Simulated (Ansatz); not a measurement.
## Ru: one atom moved over a plane

Computed with DFT PBE, scalar-relativistic, plane waves, PAW in Ansatz. Settings: plane waves to 420 eV, k-mesh 24×24×12 (Γ-centred), Gaussian smearing 0.15 eV. No spin polarisation. Energies are free energies at this smearing, counted from the undisturbed cell; pressure is positive in compression.

Zero of the scan (as given, not relaxed at this level; it stands at 4.5 GPa):

```
CELL_PARAMETERS angstrom
2.70580 0.00000 0.00000
-1.35290 2.34329 0.00000
0.00000 0.00000 4.28190
ATOMIC_POSITIONS crystal
Ru 0.33333 0.66667 0.25000
Ru 0.66667 0.33333 0.75000
```

Atom 1 (Ru) is moved by p along (1.000, 0.000, 0.000) and q along (0.000, 1.000, 0.000) (Å), all else fixed. Points are written (p, q).

Energy above the undisturbed cell in eV/cell (a dash: not computed):

```
 p \ q  -0.300  -0.150  0.000  0.150  0.300
-0.300    0.56    0.36   0.31   0.41   0.62
-0.150    0.39       –   0.08      –   0.38
 0.000    0.33    0.08   0.00      –   0.29
 0.150    0.39       –   0.08      –   0.38
 0.300    0.56    0.36   0.31   0.41   0.62
```

Pressure in GPa:

```csv
p \ q,-0.300,-0.150,0.000,0.150,0.300
-0.300,13.2,10.2,8.8,9.3,11.9
-0.150,9.7,–,5.6,–,9.8
0.000,8.4,5.6,4.5,–,9.1
0.150,9.7,–,5.6,–,9.8
0.300,13.2,10.2,8.8,9.3,11.9
```